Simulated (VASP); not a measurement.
# Re (P6_3/mmc) in VASP: notebook

One crystal, Re, is run at these levels: r2SCAN+rVV10; tasks: relaxation of cell and atoms, electrostatic potential.

Program: VASP 6.6.1. These are calculated values, not measurements. Logs are shortened: lines on timing, memory, paths and dates and some standing lists are left out, and cuts for length are marked.

## 1. The structure

The structure is hexagonal, space group P6_3/mmc (No. 194). Conventional cell: a = 2.760 Å, b = 2.760 Å, c = 4.450 Å, α = 90.00°, β = 90.00°, γ = 120.00°. Re (site symmetry -6m2) is surrounded by 12 Re at 2.74 to 2.76 Å.

The cell was built by a generator and needn't be a form met in nature.

## 2. Relaxation of cell and atoms, r2SCAN+rVV10

The input, INCAR:

```
ALGO = Normal ; BPARAM = 11.95
CPARAM = 0.0093 ; EDIFF = 1E-6
EDIFFG = -0.005 ; ENCUT = 600
IBRION = 2 ; ISIF = 3
ISMEAR = 1 ; IVDW_NL = 2
LASPH = T ; LCHARG = F
LMIXTAU = T ; LREAL = F
LUSE_VDW = T ; LWAVE = F
METAGGA = R2SCAN ; NELM = 120
NSW = 60 ; PREC = Accurate
SIGMA = 0.1
```

The input, KPOINTS:

```
k-points
0
Gamma
  18 18 10
```

The input, POSCAR:

```
Re
1.0
    2.7600000000      0.0000000000      0.0000000000
   -1.3800000000      2.3902301100      0.0000000000
    0.0000000000      0.0000000000      4.4500000000
Re
2
Direct
    0.3333333300      0.6666666700      0.2500000000
    0.6666666700      0.3333333300      0.7500000000
```

Potentials or basis: VASP PAW PBE potentials, release 64 (Re).

Run with:

```bash
> cat potpaw_PBE.64/Re/POTCAR > POTCAR
> mpirun -np 1 vasp_std > vasp.out
```

OUTCAR:

```text
BPARAM = 11.95
   EDIFF = 1E-6
   EDIFFG = -0.005
   ENCUT = 600
   IBRION = 2
   ISIF = 3
   ISMEAR = 1
   IVDW_NL = 2
   LASPH = T
   LREAL = F
   METAGGA = R2SCAN
   NELM = 120
   NSW = 60
   PREC = Accurate

 ion  position               nearest neighbor table
   1  0.333  0.667  0.250-   2 2.74   2 2.74   2 2.74   2 2.74   2 2.74   2 2.74
   2  0.667  0.333  0.750-   1 2.74   1 2.74   1 2.74   1 2.74   1 2.74   1 2.74

  LATTYP: Found a hexagonal cell.
 ALAT       =     2.7600000000
 C/A-ratio  =     1.6123188406

  Lattice vectors:

 A1 = (   2.7600000000,   0.0000000000,   0.0000000000)
 A2 = (  -1.3800000000,   2.3902301100,   0.0000000000)
 A3 = (   0.0000000000,   0.0000000000,   4.4500000000)

Analysis of symmetry for initial positions (statically):
=====================================================================
 Subroutine PRICEL returns:
 Original cell was already a primitive cell.

 Routine SETGRP: Setting up the symmetry group for a
 hexagonal supercell.

 Subroutine GETGRP returns: Found 24 space group operations
 (whereof 12 operations were pure point group operations)
 out of a pool of 24 trial point group operations.

The static configuration has the point symmetry D_3d.
 The point group associated with its full space group is D_6h.

Analysis of symmetry for dynamics (positions and initial velocities):
=====================================================================
 Subroutine PRICEL returns:
 Original cell was already a primitive cell.

 Routine SETGRP: Setting up the symmetry group for a
 hexagonal supercell.

 Subroutine GETGRP returns: Found 24 space group operations
 (whereof 12 operations were pure point group operations)
 out of a pool of 24 trial point group operations.

The dynamic configuration has the point symmetry D_3d.
 The point group associated with its full space group is D_6h.

 Subroutine INISYM returns: Found 24 space group operations
 (whereof 12 operations are pure point group operations),
 and found     1 'primitive' translations

----------------------------------------------------------------------------------------

                                     Primitive cell

  volume of cell :      29.3568

  direct lattice vectors                    reciprocal lattice vectors
     2.760000000  0.000000000  0.000000000     0.362318841  0.209184881  0.000000000
    -1.380000000  2.390230110  0.000000000     0.000000000  0.418369761  0.000000000
     0.000000000  0.000000000  4.450000000     0.000000000  0.000000000  0.224719101

  length of vectors
     2.760000000  2.759999996  4.450000000     0.418369760  0.418369761  0.224719101

  position of ions in fractional coordinates (direct lattice)
     0.333333330  0.666666670  0.250000000
     0.666666670  0.333333330  0.750000000

  ion indices of the primitive-cell ions
   primitive index   ion index
                 1           1
                 2           2

----------------------------------------------------------------------------------------

 KPOINTS: k-points

Automatic generation of k-mesh.
 Grid dimensions read from file:
 generate k-points for:   18   18   10

 Generating k-lattice:

  Cartesian coordinates                     Fractional coordinates (reciprocal lattice)
     0.020128824  0.011621382  0.000000000     0.055555556 -0.000000000  0.000000000
     0.000000000  0.023242765  0.000000000     0.000000000  0.055555556  0.000000000
     0.000000000  0.000000000  0.022471910     0.000000000  0.000000000  0.100000000

  Length of vectors
     0.023242764  0.023242765  0.022471910

  Shift w.r.t. Gamma in fractional coordinates (k-lattice)
     0.000000000  0.000000000  0.000000000

 Subroutine IBZKPT returns following result:
 ===========================================

 Found    222 irreducible k-points:

 Following reciprocal coordinates:
            Coordinates               Weight
  0.000000  0.000000  0.000000      1.000000
  0.055556  0.000000  0.000000      6.000000
  0.111111  0.000000  0.000000      6.000000
  0.166667  0.000000  0.000000      6.000000
  0.222222  0.000000  0.000000      6.000000
  0.277778 -0.000000  0.000000      6.000000
[... 16 lines left out ...]
  0.333333  0.111111  0.000000     12.000000
  0.388889  0.111111  0.000000     12.000000
 [... further k-points ...]
   k-points           NKPTS =    222   k-points in BZ     NKDIM =    222   number of bands    NBANDS=     11
   number of dos      NEDOS =    301   number of ions     NIONS =      2
   total plane-waves  NPLWV =  20736
   dimension x,y,z NGX =    24 NGY =   24 NGZ =   36
   dimension x,y,z NGXF=    48 NGYF=   48 NGZF=   72
   ions per type =               2
   NGX,Y,Z   is equivalent  to a cutoff of  14.46, 14.46, 13.45 a.u.
   NGXF,Y,Z  is equivalent  to a cutoff of  28.91, 28.91, 26.90 a.u.
 SYSTEM =  unknown system
   PREC   = accura    normal or accurate (medium, high low for compatibility)
   ISTART =      0    job   : 0-new  1-cont  2-samecut
   ICHARG =      2    charge: 1-file 2-atom 10-const
   ISPIN  =      1    spin polarized calculation?
   LNONCOLLINEAR =      F non collinear calculations
   LSORBIT =      F    spin-orbit coupling
   LASPH  =      T    aspherical Exc in radial PAW
   ENCUT  =  600.0 eV  44.10 Ry    6.64 a.u.   5.51  5.51  8.89*2*pi/ulx,y,z
   NELM   =    120;   NELMIN=  2; NELMDL= -5     # of ELM steps
   EDIFF  = 0.1E-05   stopping-criterion for ELM
   LREAL  =      F    real-space projection
   EDIFFG = -.5E-02   stopping-criterion for IOM
   NSW    =     60    number of steps for IOM
   IBRION =      2    ionic relax: 0-MD 1-quasi-New 2-CG
   NFREE  =      1    steps in history (QN), initial steepest desc. (CG)
   ISIF   =      3    stress and relaxation
   ISYM   =      2    0-nonsym 1-usesym 2-fastsym
   POTIM  = 0.5000    time-step for ionic-motion
   TEBEG  =    0.0;   TEEND  =   0.0 temperature during run
   PSTRESS=    0.0 pullay stress
   NELECT =      14.0000    total number of electrons
   NUPDOWN=      -1.0000    fix difference up-down
   EMIN   =  10.00;   EMAX   =-10.00  energy-range for DOS
   EFERMI =   0.00;   METHOD = LEGACY
   ISMEAR =     1;   SIGMA  =   0.10  broadening in eV -4-tet -1-fermi 0-gaus
   EFERMI_NEDOS =   21; number of points for ismear=-14 and -15
   IALGO  =     38    algorithm
   IMIX   =      4    mixing-type and parameters
     AMIX     =   0.40;   BMIX     =  1.00
     AMIX_MAG =   1.60;   BMIX_MAG =  1.00
  volume/ion in A,a.u.               =      14.68        99.05
  Fermi-wavevector in a.u.,A,eV,Ry     =   1.279032  2.417019 22.258064  1.635922
  Thomas-Fermi vector in A             =   2.411540
   LORBIT       =      0    0 simple, 1 ext, 2 COOP (PROOUT), +10 PAW based schemes
   METAGGA = R2SCAN    functional components
   LHFCALC =     F    Hartree Fock is set to
   AEXX    =    0.0000 exact exchange contribution
   IVDW_NL    =     2    kernel type
   BPARAM     =11.9500
   IVDW    =     0    specifies the selected vdW correction
   LEPSILON=     F    determine dielectric tensor
   LRPA    =     F    only Hartree local field effects (RPA)
 conjugate gradient relaxation of ions
 non-spin polarized calculation
 Methfessel and Paxton  Order N= 1 SIGMA  =   0.10
  energy-cutoff  :      600.00
  volume of cell :       29.36
 maximum number of plane-waves:      1004
 NGX is ok and might be reduce to    24

--------------------------------------- Ionic step        1  -------------------------------------------

 number of electron      14.0000000 magnetization

 Free energy of the ion-electron system (eV)
  ---------------------------------------------------
  ext. energy  EPLUGINS =         0.00000000
  ---------------------------------------------------
  free energy    TOTEN  =      -104.69410757 eV

  energy without entropy =     -104.69441587  energy(sigma->0) =     -104.69421034

------------------------ aborting loop because EDIFF is reached ----------------------------------------

  FORCE on cell =-STRESS in cart. coord.  units (eV):
  Direction    XX          YY          ZZ          XY          YZ          ZX
  --------------------------------------------------------------------------------------
  -------------------------------------------------------------------------------------
  Total       -0.2508927     -0.2508927      0.0964819      0.0000000     -0.0000000     -0.0000000
  in kB      -13.6927211    -13.6927211      5.2655980      0.0000000     -0.0000000     -0.0000000
  external PRESSURE =      -7.3732814 kB  Pullay stress =       0.0000000 kB

 VOLUME and BASIS-vectors are now :
 -----------------------------------------------------------------------------
  energy-cutoff  :      600.00
  volume of cell :       29.36
      direct lattice vectors                 reciprocal lattice vectors
     2.760000000  0.000000000  0.000000000     0.362318841  0.209184881  0.000000000
    -1.380000000  2.390230110  0.000000000     0.000000000  0.418369761  0.000000000
     0.000000000  0.000000000  4.450000000     0.000000000  0.000000000  0.224719101
[... 109 lines left out ...]
 POSITION                                       TOTAL-FORCE (eV/Angst)
 -----------------------------------------------------------------------------------
     -0.00000      1.59012      1.11737         0.000000     -0.000000      0.000000
      1.37709      0.79506      3.35212        -0.000000      0.000000      0.000000
 -----------------------------------------------------------------------------------
    total drift:                               -0.000000      0.000000     -0.000000

  FREE ENERGIE OF THE ION-ELECTRON SYSTEM (eV)
  ---------------------------------------------------
  free  energy   TOTEN  =      -104.6942462862 eV

  energy  without entropy=     -104.6944302984  energy(sigma->0) =     -104.69430762

--------------------------------------- Ionic step        5  -------------------------------------------

 number of electron      14.0000000 magnetization

 Free energy of the ion-electron system (eV)
  ---------------------------------------------------
  ext. energy  EPLUGINS =         0.00000000
  ---------------------------------------------------
  free energy    TOTEN  =      -104.69463167 eV

  energy without entropy =     -104.69487814  energy(sigma->0) =     -104.69471382

 E-fermi :   7.7126     XC(G=0): -15.0306

 val. band max:        7.6931743728   @ k =   0.2778   0.1667   0.5000
 cond. band min:       7.7201730103   @ k =   0.3333   0.1667   0.4000
 fundamental gap:      0.0269986375
 Fermi energy:         7.7125632186

 k-point     1 :       0.0000    0.0000    0.0000
  band No.  band energies     occupation
      1      -2.6576      2.00000
      2       0.7602      2.00000
      3       6.0552      2.00000
      4       6.1042      2.00000
      5       6.1042      2.00000
      6       6.9699      2.00000
      7       6.9699      2.00000
      8       7.9749     -0.00131
      9       7.9749     -0.00131
     10       8.2471     -0.00000
     11      11.2793      0.00000

 k-point     2 :       0.0556    0.0000    0.0000
  band No.  band energies     occupation
      1      -2.5238      2.00000
      2       0.8859      2.00000
      3       5.6961      2.00000
      4       6.2259      2.00000
      5       6.4161      2.00000
      6       6.8721      2.00000
      7       7.0848      2.00000
      8       7.6420      1.92366
      9       7.8711     -0.04752
     10       7.9902     -0.00062
     11      11.3487      0.00000
[... 295 lines left out ...]
 k-point    24 :       0.3889    0.1111    0.0000
  band No.  band energies     occupation
      1       1.8533      2.00000
      2       1.9942      2.00000
      3       2.3331      2.00000
      4       5.2753      2.00000
      5       5.5740      2.00000
      6       6.2624      2.00000
      7       7.0514      2.00000
      8      11.0807      0.00000
      9      11.7248      0.00000
     10      12.0058      0.00000
     11      13.6366      0.00000

 [... further k-points ...]
[... 5 lines left out ...]
  --------------------------------------------------------------------------------------
  -------------------------------------------------------------------------------------
  Total        0.0085682      0.0085682      0.0060409     -0.0000000     -0.0000000      0.0000000
  in kB        0.4684631      0.4684631      0.3302838     -0.0000000     -0.0000000      0.0000000
  external PRESSURE =       0.4224033 kB  Pullay stress =       0.0000000 kB

 VOLUME and BASIS-vectors are now :
 -----------------------------------------------------------------------------
  energy-cutoff  :      600.00
  volume of cell :       29.30
      direct lattice vectors                 reciprocal lattice vectors
     2.754979199  0.000000000 -0.000000000     0.362979147  0.209566109  0.000000000
    -1.377489600  2.385881969 -0.000000000    -0.000000000  0.419132217  0.000000000
     0.000000000 -0.000000000  4.458153161     0.000000000  0.000000000  0.224308130

 POSITION                                       TOTAL-FORCE (eV/Angst)
 -----------------------------------------------------------------------------------
     -0.00000      1.59059      1.11454        -0.000000      0.000000      0.000000
      1.37749      0.79529      3.34361         0.000000     -0.000000      0.000000
 -----------------------------------------------------------------------------------
    total drift:                               -0.000000      0.000000     -0.000000

  FREE ENERGIE OF THE ION-ELECTRON SYSTEM (eV)
  ---------------------------------------------------
  free  energy   TOTEN  =      -104.6946316680 eV

  energy  without entropy=     -104.6948781381  energy(sigma->0) =     -104.69471382

 reached required accuracy - stopping structural energy minimisation
```

Wall time 7.7 min (1 thread of Intel Xeon 6975P-C (Granite Rapids), shared host); peak memory 0.34 GiB.

Results:

```yaml
Free_energy: -104.6946 eV
Relaxed_volume: 14.65 Å³/atom
Relaxed_cell: a = 2.755 Å, b = 2.755 Å, c = 4.458 Å, α = 90.00°, β = 90.00°, γ = 120.00°
Space_group_after_relaxing_to_0.05_Å: P6_3/mmc (No. 194)
Energy_gained_by_relaxing: 0.3 meV/atom
Ionic_steps: 5
Pressure_after_relaxing: 0.0 GPa
Band_gap_on_the_k_mesh: none (metal or under the smearing width)
```

The path:
```tsv
step	energy change (eV)	largest force (eV/Å)	pressure (GPa)	volume (Å³)
1	0.0000	0.0000	-0.74	29.36
2	0.0026	0.0000	3.33	29.07
3	-0.0004	0.0000	0.42	29.28
4	-0.0001	0.0000	-0.74	29.36
5	-0.0005	0.0000	0.04	29.30
```

Final structure:
```
Re
1.0
     2.75498    0.00000    0.00000
    -1.37749    2.38588    0.00000
     0.00000    0.00000    4.45815
Re
2
Cartesian
  0.0000 1.5906 1.1145
  1.3775 0.7953 3.3436
```

Caveat: the PAW data sets were made with another functional, which shifts forces and pressure a little.

## 3. Electrostatic potential, r2SCAN+rVV10

The input, INCAR:

```
PREC     = Accurate       # precision mode
ENCUT    = 520            # plane-wave cutoff, eV
EDIFF    = 1E-6           # SCF threshold, eV
ISMEAR   = 1              # smearing method
SIGMA    = 0.1            # smearing width, eV
LREAL    = False          # projectors in reciprocal space
LASPH    = True           # aspherical terms in the spheres
NELM     = 80             # most SCF steps
ALGO     = Normal         # electronic algorithm
ISIF     = 2              # what is computed and relaxed
LWAVE    = False          # write WAVECAR
LCHARG   = True           # write CHGCAR
METAGGA  = R2SCAN         # meta-GGA
LMIXTAU  = True         
LUSE_VDW = True         
IVDW_NL  = 2            
BPARAM   = 11.95        
CPARAM   = 0.0093       
LVHAR    = True
```

The input, KPOINTS:

```
Automatic mesh
0
Gamma
  18 18 10
```

The input, POSCAR:

```
Re                                      
1.0
    2.7549791994      0.0000000000     -0.0000000000
   -1.3774895997      2.3858819692     -0.0000000000
    0.0000000000     -0.0000000000      4.4581531610
  Re            
     2
Direct
     0.3333333300000021    0.6666666699999979    0.2500000000000000
     0.6666666699999979    0.3333333300000021    0.7500000000000000
```

Potentials or basis: VASP PAW PBE potentials, release 64 (Re).

Run with:

```bash
> cat potpaw_PBE.64/Re/POTCAR > POTCAR
> mpirun -np 1 vasp_std > vasp.out
```

OUTCAR:

```text
PREC = Accurate
   ENCUT = 520
   EDIFF = 1E-6
   ISMEAR = 1
   LREAL = False
   LASPH = True
   NELM = 80
   ISIF = 2
   METAGGA = R2SCAN
   IVDW_NL = 2
   BPARAM = 11.95

 ion  position               nearest neighbor table
   1  0.333  0.667  0.250-   2 2.74   2 2.74   2 2.74   2 2.74   2 2.74   2 2.74
   2  0.667  0.333  0.750-   1 2.74   1 2.74   1 2.74   1 2.74   1 2.74   1 2.74

  LATTYP: Found a hexagonal cell.
 ALAT       =     2.7549791994
 C/A-ratio  =     1.6182166319

  Lattice vectors:
[... 518 lines left out ...]
      4       5.2761      2.00000
      5       5.5743      2.00000
      6       6.2629      2.00000
      7       7.0518      2.00000
      8      11.0802      0.00000
      9      11.7242      0.00000
     10      12.0053      0.00000
     11      13.6361      0.00000

 [... further k-points ...]
[... 5 lines left out ...]
  --------------------------------------------------------------------------------------
  -------------------------------------------------------------------------------------
  Total       -0.0260907     -0.0260907     -0.0286108     -0.0000000     -0.0000000      0.0000000
  in kB       -1.4265101     -1.4265101     -1.5642931     -0.0000000     -0.0000000      0.0000000
  external PRESSURE =      -1.4724378 kB  Pullay stress =       0.0000000 kB

 VOLUME and BASIS-vectors are now :
 -----------------------------------------------------------------------------
  energy-cutoff  :      520.00
  volume of cell :       29.30
      direct lattice vectors                 reciprocal lattice vectors
     2.754979199  0.000000000  0.000000000     0.362979147  0.209566109  0.000000000
    -1.377489600  2.385881969  0.000000000     0.000000000  0.419132217  0.000000000
     0.000000000  0.000000000  4.458153161     0.000000000  0.000000000  0.224308130

 POSITION                                       TOTAL-FORCE (eV/Angst)
 -----------------------------------------------------------------------------------
     -0.00000      1.59059      1.11454        -0.000000      0.000000      0.000000
      1.37749      0.79529      3.34361         0.000000      0.000000      0.000000
 -----------------------------------------------------------------------------------
    total drift:                               -0.000000      0.000000     -0.000000

  FREE ENERGIE OF THE ION-ELECTRON SYSTEM (eV)
  ---------------------------------------------------
  free  energy   TOTEN  =      -104.6928777025 eV

  energy  without entropy=     -104.6931280539  energy(sigma->0) =     -104.69296115
```

Run time: 2.4 min. Hardware: 1 thread of Intel Xeon 6975P-C (Granite Rapids), shared host; peak memory 0.27 GiB.

What came out:

| Property | Result |
| --- | --- |
| Free energy | -104.6929 eV |
| Pressure | -0.1 GPa |
| Band gap on the k mesh | none (metal or under the smearing width) |

Levels at points of the mesh, in eV from the Fermi level:
| k point | band 5 | band 6 | band 7 | band 8 | band 9 | band 10 |
| --- | --- | --- | --- | --- | --- | --- |
| (0.00, 0.00, 0.00) | -1.61 | -0.74 | -0.74 | 0.26 | 0.26 | 0.54 |
| (0.50, 0.00, 0.00) | -1.86 | -1.45 | -0.63 | 4.19 | 4.59 | 4.73 |
| (0.00, 0.00, 0.50) | -1.74 | -1.74 | -1.74 | -1.74 | 2.71 | 2.71 |
| (0.50, 0.00, 0.50) | 0.47 | 0.47 | 0.92 | 0.92 | 4.51 | 4.51 |

Caveat: the PAW data sets were made with another functional, which shifts forces and pressure a little. The run has no spin-orbit coupling, so splittings on Re are missing.
